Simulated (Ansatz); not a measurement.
# CuO (Tenorite) (C2/c) in Ansatz: a series of runs

Runs on CuO (Tenorite). Level: LDA. Tasks: single point, equation of state.

Program: Ansatz 0.2.0. These are calculated values, not measurements. Logs are shortened: lines on timing, memory, paths and dates and some standing lists are left out, and cuts for length are marked.

**1. The crystal as given**

Symmetry: C2/c, No. 15, monoclinic system. Conventional cell: a = 4.684 Å, b = 3.423 Å, c = 5.129 Å, α = 90.00°, β = 99.54°, γ = 90.00°. Cu (site symmetry -1) is surrounded by 4 O at 1.95 to 1.96 Å. O (site symmetry 2) has 4 Cu at 1.95 to 1.96 Å as nearest neighbours.

**2. Single point, LDA, 9.53 Å³/atom (volume scaled by 0.94)**

input.yaml

```yaml
crystal:
  lattice:
    - [2.2940437287, -1.6763657078, 0.0]
    - [2.2940437287, 1.6763657078, 0.0]
    - [-0.8326750593, 0.0, 4.9546185987]
  atoms:
    - { symbol: Cu, position: [0.5, 0.0, 0.5] }
    - { symbol: Cu, position: [0.0, 0.5, 0.0] }
    - { symbol: O, position: [0.4184, 0.5816, 0.75] }
    - { symbol: O, position: [0.5816, 0.4184, 0.25] }
kpoints:
  mp_grid: { grid: [10, 10, 5] }
scf:
  occupations: { method: fermi_dirac, width: 0.05 }
hamiltonian:
  xc: lda
  pseudopotentials: { kind: all_electron, lapw: { basis_error: 0.002 } }
output:
  forces: true
  stress: true
  eigenvalues: true
```

Potentials or basis: all-electron LAPW, scalar-relativistic.

On the command line:

```console
$ ansatz run input.yaml --threads 2 --pin off --max-ram 8192MiB --backend cpu --events-out ev --progress --plain --runs-dir out
```

The log of the run:

```text
Warning: RAYON_NUM_THREADS=2 ignored (pool sized by the plan → 2); use --threads N
LAPW: plane waves up to 10.556 Å⁻¹, error target 2.0e-3 eV per atom; small_component_spin mean_spin; O in spheres of 0.854 Å, 8 of its electrons in bands, Dirac shells []; Cu in spheres of 1.057 Å, 19 of its electrons in bands, Dirac shells [] (how accurate: hamiltonian.pseudopotentials.lapw.basis_error, Limitations)
Engine: ansatz 0.2.0, aarch64-unknown-linux-gnu
Pseudopotentials: kind: all_electron
Pseudopotential: Cu, LAPW, valence charge 19, lapw/all_electron/scalar/gaussian/Cu, Koelling and Harmon's equation, gaussian nucleus
Pseudopotential: O, LAPW, valence charge 8, lapw/all_electron/scalar/gaussian/O, Koelling and Harmon's equation, gaussian nucleus
Functional definition: SPW92
  exchange = slater_x
  correlation = pw_c
Crystal: 4 atoms, lattice volume = 38.108 Å³
Basis set: ecut = 424.5184259971884 eV, 759 PW (Γ), exchange–correlation at level 2
Bands: 33, of which v1, the nominal top of the filled ones, is band 27 counted from 1 (26 counted from 0)
Symmetry: 4 space group operations
Space group: C2/c (ITA 15), of the structure as read, at distance tolerance 3.4e-5 Å
k-points: 141 of 500
Non-local potential: Cu, projectors of the file, none
Non-local potential: O, projectors of the file, none
Initial density: superposition of atomic densities (chi_scale 0.1, normalization cell, long waves kept (reshape's long-wave potential 0.00 eV rms))
Initial wavefunctions: plane waves of lowest kinetic energy (no species holds an atomic orbital)
Functional: x = slater, c = lda
iter 1 solved again at ethr=2.06e-2 eV; its pass at ethr=1.00e-1 eV (dr2=1.11e1 eV) is discarded
SCF iter   1: F=—  HF=-94005.548683 eV  |F-HF|=—  |Δ(HF+E_count)|=         —  Δρ=1.66e-1  dr2=1.11e1  ethr=2.06e-2  ⟨swp⟩=2.0  Hψ=30313  notcnv=0
preconditioner: auto → Kerker (q_TF=auto, 2.891 Å⁻¹)  [metal: Δε(μ)=0.007 eV  Ē_g=12.354 eV  σ=0.050 eV  W_gap=0.03  n_scr=20 (ndim 8)  ℏωp=35.1 eV  f_vac=0.000  D(μ)=3.74/eV (n_scr^D=42)]
SCF iter   2: F=—  HF=-94005.941969 eV  |F-HF|=—  |Δ(HF+E_count)|=   3.93e-1  Δρ=8.75e-2  dr2=2.32e0  ethr=2.06e-2  ⟨swp⟩=2.9  Hψ=14280  notcnv=0
SCF iter   3: F=—  HF=-93999.837029 eV  |F-HF|=—  |Δ(HF+E_count)|=    6.10e0  Δρ=3.34e-2  dr2=5.37e-1  ethr=4.30e-3  ⟨swp⟩=3.0  Hψ=15171  notcnv=0
SCF iter   4: F=—  HF=-93999.659229 eV  |F-HF|=—  |Δ(HF+E_count)|=         —  Δρ=1.65e-2  dr2=1.38e-1  ethr=9.95e-4  ⟨swp⟩=2.0  Hψ=14241  notcnv=0
the basis was enlarged: its passes take 336.4 KiB over the memory plan, 2 of 2 planned eigensolver slots
iter 5 solved again at ethr=9.03e-6 eV; its pass at ethr=2.56e-4 eV (dr2=4.88e-3 eV) is discarded
SCF iter   5: F=—  HF=-93999.624705 eV  |F-HF|=—  |Δ(HF+E_count)|=   3.45e-2  Δρ=4.36e-3  dr2=4.87e-3  ethr=9.03e-6  ⟨swp⟩=2.0  Hψ=23772  notcnv=0
SCF iter   6: F=—  HF=-93999.621144 eV  |F-HF|=—  |Δ(HF+E_count)|=   3.56e-3  Δρ=1.32e-3  dr2=4.07e-4  ethr=9.03e-6  ⟨swp⟩=2.0  Hψ=13479  notcnv=0
SCF iter   7: F=—  HF=-93999.621028 eV  |F-HF|=—  |Δ(HF+E_count)|=   1.16e-4  Δρ=4.15e-4  dr2=8.04e-5  ethr=7.53e-7  ⟨swp⟩=2.0  Hψ=13479  notcnv=0
SCF iter   8: F=—  HF=-93999.621007 eV  |F-HF|=—  |Δ(HF+E_count)|=   2.11e-5  Δρ=1.35e-4  dr2=6.95e-6  ethr=1.49e-7  ⟨swp⟩=2.0  Hψ=13479  notcnv=0
SCF iter   9: F=—  HF=-93999.621005 eV  |F-HF|=—  |Δ(HF+E_count)|=   2.59e-6  Δρ=4.50e-5  dr2=8.17e-7  ethr=1.29e-8  ⟨swp⟩=2.0  Hψ=13479  notcnv=0
SCF iter  10: F=-93999.621004 eV  HF=-93999.621004 eV  |F-HF|=3.07e-8  |Δ(HF+E_count)|=   2.84e-7  Δρ=9.35e-6  dr2=2.88e-8  ethr=1.51e-9  ⟨swp⟩=2.0  Hψ=13479  notcnv=0
SCF 1 converged in 10 iterations: F = -93999.621004 eV  dr2 = 2.88e-8
SCF converged after 10 iterations
Free energy (F): -93999.621004 eV
Harris-Foulkes:  -93999.621004 eV  (|F-HF|=3.07e-8)
Internal energy: -93999.602591 eV  (E = F + TS)
E sigma→0 (E₀):  -93999.611797 eV
Entropy (-TS):   -0.018414 eV (-4.603 meV/atom)
Fermi energy:    13.018584 eV
--- Per-component energies (eV) ---
  E_band       = -2780.953575
  E_kinetic    = 95495.348349
  E_xc         = -3978.318807
  E_electrostatic = -185516.632133  (all electrons and nuclei)
  E_smearing   = -0.018414  (= −TS)
  E_closure    = 0.000000  (closes the sum)
  E_atoms      = -93976.276714  (free atoms, spherical and without spin; not in F)
  Σ components = -93999.621004   (vs F -93999.621004, Δ=0.00e0)
  Basis errors (estimates in eV, not in F): energy 8.4e-4 per atom: plane waves 7.7e-4 (4.5e-4 summed), levels above the bands 8.3e-111, relativity 8.6e-9, radial functions 6.8e-5, core shells 1.3e-8; eigenvalues (radial functions only) 2.0e-5; not estimated: angular momenta, meshes, grids; target (lapw.basis_error) 2.0e-3; muffin-tin radii O 0.854 Å, Cu 1.057 Å
--- Forces (eV/Å), atoms counted from 1 ---
  atom   1  Cu     0.00000000     0.00000000     0.00000000
  atom   2  Cu     0.00000000     0.00000000     0.00000000
  atom   3  O      0.00000000    -0.26103307     0.00000000
  atom   4  O      0.00000000     0.26103307     0.00000000
  max |Σ_I F_I| component: 0.00e0 eV/Å
--- Stress (GPa, compression-positive) ---
        1.840021       0.000000      -1.387925
        0.000000       3.532589       0.000000
       -1.387925       0.000000       1.469325
  P = ⅓ Tr σ = 2.2806 GPa (22.806 kbar)
--- Band table (eV; the first three rows and the last of 141) ---
  k-point 0: bands = ["-489.9106", "-489.9106", "-98.9426", "-98.9416", "-56.9137", "-56.9134", "-56.8811", "-56.8689", "-56.5055", "-56.5048", "-7.2943", "-5.7078", "4.1011", "6.9006", "7.3274", "9.3347", "9.5853", "9.5878", "9.5999", "9.7444", "10.0553", "10.1342", "10.3863", "10.5879", "10.6492", "11.2327", "13.2415", "14.0236", "14.9465", "18.9943", "21.4170", "26.4215", "28.9070"]
  k-point 1: bands = ["-489.9106", "-489.9106", "-98.9425", "-98.9417", "-56.9136", "-56.9134", "-56.8799", "-56.8701", "-56.5055", "-56.5049", "-7.1699", "-5.8964", "4.5261", "6.9895", "7.3624", "8.7222", "8.9927", "9.0495", "9.7545", "9.9430", "10.2467", "10.2961", "10.5020", "10.7254", "10.9178", "11.1108", "13.1906", "13.8499", "15.4746", "18.5448", "22.1706", "26.4618", "28.3237"]
  k-point 2: bands = ["-489.9106", "-489.9106", "-98.9423", "-98.9419", "-56.9135", "-56.9134", "-56.8770", "-56.8732", "-56.5053", "-56.5051", "-6.8231", "-6.3426", "5.6567", "7.1560", "7.2145", "7.4214", "8.5739", "8.6367", "9.9154", "10.0151", "10.3368", "10.4401", "10.4862", "10.7485", "11.2185", "11.3446", "13.1401", "13.4370", "16.5671", "17.6528", "23.8299", "25.7491", "27.3273"]
  k-point 140: bands = ["-489.9106", "-489.9106", "-98.9401", "-98.9400", "-56.9321", "-56.9303", "-56.8755", "-56.8729", "-56.5172", "-56.5159", "-5.6293", "-5.5167", "5.5201", "6.0770", "6.7943", "6.9002", "7.3249", "7.7343", "9.8521", "10.1866", "10.5769", "10.6038", "11.1083", "11.1222", "11.5508", "11.6740", "12.2943", "12.9862", "17.4270", "18.6712", "21.8090", "22.6100", "25.9391"]
```

Run time: 42 s. Hardware: 2 threads of Arm Neoverse V2, shared host; peak memory 0.84 GiB.

Results:

```
Free energy            : -93999.6210 eV
Pressure               : 2.3 GPa
Largest force          : 0.261 eV/Å
Band gap on the k mesh : none (metal or under the smearing width)
```

Caveat: the run has no spin polarisation, though such a crystal can be magnetic; semilocal functionals often make such compounds metallic where correlation or magnetic order opens a gap, which also shifts bond lengths.

**3. Single point, LDA, 9.73 Å³/atom (volume scaled by 0.96)**

Changes to input.yaml since step 2:

```diff
@@ -2,5 +2,5 @@
   lattice:
-    - [2.2940437287, -1.6763657078, 0.0]
-    - [2.2940437287, 1.6763657078, 0.0]
-    - [-0.8326750593, 0.0, 4.9546185987]
+    - [2.3101994985, -1.6881714891, 0.0]
+    - [2.3101994985, 1.6881714891, 0.0]
+    - [-0.8385391614, 0.0, 4.9895114286]
   atoms:
```

Potentials or basis: all-electron LAPW, scalar-relativistic.

On the command line:

```console
$ ansatz run input.yaml --threads 2 --pin off --max-ram 8192MiB --backend cpu --events-out ev --progress --plain --runs-dir out
```

Run time: 41 s. Hardware: 2 threads of Arm Neoverse V2, shared host; peak memory 0.83 GiB.

The run converged. Its results:

* Free energy: -93999.6212 eV
* Pressure: -2.1 GPa
* Largest force: 0.335 eV/Å
* Band gap on the k mesh: none (metal or under the smearing width)

Caveat: the run has no spin polarisation, though such a crystal can be magnetic; semilocal functionals often make such compounds metallic where correlation or magnetic order opens a gap, which also shifts bond lengths.

**4. Single point, LDA, 9.93 Å³/atom (volume scaled by 0.98)**

Changes to input.yaml since step 3:

```diff
@@ -2,5 +2,5 @@
   lattice:
-    - [2.3101994985, -1.6881714891, 0.0]
-    - [2.3101994985, 1.6881714891, 0.0]
-    - [-0.8385391614, 0.0, 4.9895114286]
+    - [2.3261324123, -1.699814419, 0.0]
+    - [2.3261324123, 1.699814419, 0.0]
+    - [-0.8443223728, 0.0, 5.0239229397]
   atoms:
```

On the command line:

```console
$ ansatz run input.yaml --threads 2 --pin off --max-ram 8192MiB --backend cpu --events-out ev --progress --plain --runs-dir out
```

Wall time 44 s (2 threads of Arm Neoverse V2, shared host); peak memory 0.83 GiB.

It converged, with:

```
Free energy            : -93999.6005 eV
Pressure               : -6.0 GPa
Largest force          : 0.403 eV/Å
Band gap on the k mesh : none (metal or under the smearing width)
```

Caveat: the run has no spin polarisation, though such a crystal can be magnetic; semilocal functionals often make such compounds metallic where correlation or magnetic order opens a gap, which also shifts bond lengths.

**5. Single point, LDA, 10.13 Å³/atom**

Changes to input.yaml since step 4:

```diff
@@ -2,5 +2,5 @@
   lattice:
-    - [2.3261324123, -1.699814419, 0.0]
-    - [2.3261324123, 1.699814419, 0.0]
-    - [-0.8443223728, 0.0, 5.0239229397]
+    - [2.34185, -1.7113, 0.0]
+    - [2.34185, 1.7113, 0.0]
+    - [-0.8500274268, 0.0, 5.0578693947]
   atoms:
```

On the command line:

```console
$ ansatz run input.yaml --threads 2 --pin off --max-ram 8192MiB --backend cpu --events-out ev --progress --plain --runs-dir out
```

It took 44 s on 2 threads of Arm Neoverse V2, shared host; peak memory 0.83 GiB.

Results (log left out):

- Free energy: -93999.5611 eV
- Pressure: -9.5 GPa
- Largest force: 0.464 eV/Å
- Band gap on the k mesh: none (metal or under the smearing width)

Caveat: the run has no spin polarisation, though such a crystal can be magnetic; semilocal functionals often make such compounds metallic where correlation or magnetic order opens a gap, which also shifts bond lengths.

**6. Single point, LDA, 10.34 Å³/atom (volume scaled by 1.02)**

Changes to input.yaml since step 5:

```diff
@@ -2,5 +2,5 @@
   lattice:
-    - [2.34185, -1.7113, 0.0]
-    - [2.34185, 1.7113, 0.0]
-    - [-0.8500274268, 0.0, 5.0578693947]
+    - [2.3573593924, -1.7226334429, 0.0]
+    - [2.3573593924, 1.7226334429, 0.0]
+    - [-0.8556569116, 0.0, 5.0913661947]
   atoms:
```

Potentials or basis: all-electron LAPW, scalar-relativistic.

On the command line:

```console
$ ansatz run input.yaml --threads 2 --pin off --max-ram 8192MiB --backend cpu --events-out ev --progress --plain --runs-dir out
```

It took 40 s on 2 threads of Arm Neoverse V2, shared host; peak memory 0.8 GiB.

The run converged. Its results:

| Item | Value |
| --- | --- |
| Free energy | -93999.5055 eV |
| Pressure | -12.5 GPa |
| Largest force | 0.521 eV/Å |
| Band gap on the k mesh | none (metal or under the smearing width) |

Caveat: the run has no spin polarisation, though such a crystal can be magnetic; semilocal functionals often make such compounds metallic where correlation or magnetic order opens a gap, which also shifts bond lengths.

**7. Single point, LDA, 10.54 Å³/atom (volume scaled by 1.04)**

Changes to input.yaml since step 6:

```diff
@@ -2,5 +2,5 @@
   lattice:
-    - [2.3573593924, -1.7226334429, 0.0]
-    - [2.3573593924, 1.7226334429, 0.0]
-    - [-0.8556569116, 0.0, 5.0913661947]
+    - [2.3726673498, -1.7338196878, 0.0]
+    - [2.3726673498, 1.7338196878, 0.0]
+    - [-0.861213281, 0.0, 5.1244279405]
   atoms:
```

On the command line:

```console
$ ansatz run input.yaml --threads 2 --pin off --max-ram 8192MiB --backend cpu --events-out ev --progress --plain --runs-dir out
```

It took 43 s on 2 threads of Arm Neoverse V2, shared host; peak memory 0.8 GiB.

Results (log left out):

* Free energy: -93999.4350 eV
* Pressure: -15.2 GPa
* Largest force: 0.573 eV/Å
* Band gap on the k mesh: none (metal or under the smearing width)

Caveat: the run has no spin polarisation, though such a crystal can be magnetic; semilocal functionals often make such compounds metallic where correlation or magnetic order opens a gap, which also shifts bond lengths.

**8. Single point, LDA, 10.74 Å³/atom (volume scaled by 1.06)**

Changes to input.yaml since step 7:

```diff
@@ -2,5 +2,5 @@
   lattice:
-    - [2.3726673498, -1.7338196878, 0.0]
-    - [2.3726673498, 1.7338196878, 0.0]
-    - [-0.861213281, 0.0, 5.1244279405]
+    - [2.3877802882, -1.744863423, 0.0]
+    - [2.3877802882, 1.744863423, 0.0]
+    - [-0.8666988638, 0.0, 5.157068489]
   atoms:
```

On the command line:

```console
$ ansatz run input.yaml --threads 2 --pin off --max-ram 8192MiB --backend cpu --events-out ev --progress --plain --runs-dir out
```

Run time: 43 s. Hardware: 2 threads of Arm Neoverse V2, shared host; peak memory 0.8 GiB.

The run converged. Its results:

```yaml
Free_energy: -93999.3516 eV
Pressure: -17.7 GPa
Largest_force: 0.620 eV/Å
Band_gap_on_the_k_mesh: none (metal or under the smearing width)
```

Caveat: the run has no spin polarisation, though such a crystal can be magnetic; semilocal functionals often make such compounds metallic where correlation or magnetic order opens a gap, which also shifts bond lengths.

**9. Equation of state, LDA**

Potentials or basis: all-electron LAPW, scalar-relativistic.

No new run: the results of the series are fitted here.

Results:

```yaml
Equilibrium_volume: 9.63 Å³/atom
Bulk_modulus_at_fixed_shape_and_positions: 208 GPa
Pressure_derivative_of_the_bulk_modulus: 4.6
```

Energy against volume, from the lowest point:
```csv
volume (Å³/atom),energy (meV/atom)
9.527,0.05
9.730,0.00
9.932,5.18
10.135,15.02
10.338,28.93
10.540,46.54
10.743,67.39
```

Caveat: the cell was scaled at fixed shape and fractional positions, which overstates the stiffness of a crystal with free parameters, most of all of layers and chains; the run has no spin polarisation, though such a crystal can be magnetic.

**10. The reference run**

An earlier run on the cell as given: functional PBEsol; potentials or basis all-electron LAPW, scalar-relativistic; cutoff 439 eV (chosen from the basis error); basis error allowed 0.001 eV/atom; k mesh 10 × 10 × 5; occupations fermi-dirac, width 0.05 eV; no spin polarisation.

* Pressure: -2.7 GPa
* Largest force: 0.358 eV/Å
* Band gap on the k mesh: none (metal or under the smearing width)
* Loewdin charges: Cu +1.01; O -0.89 e
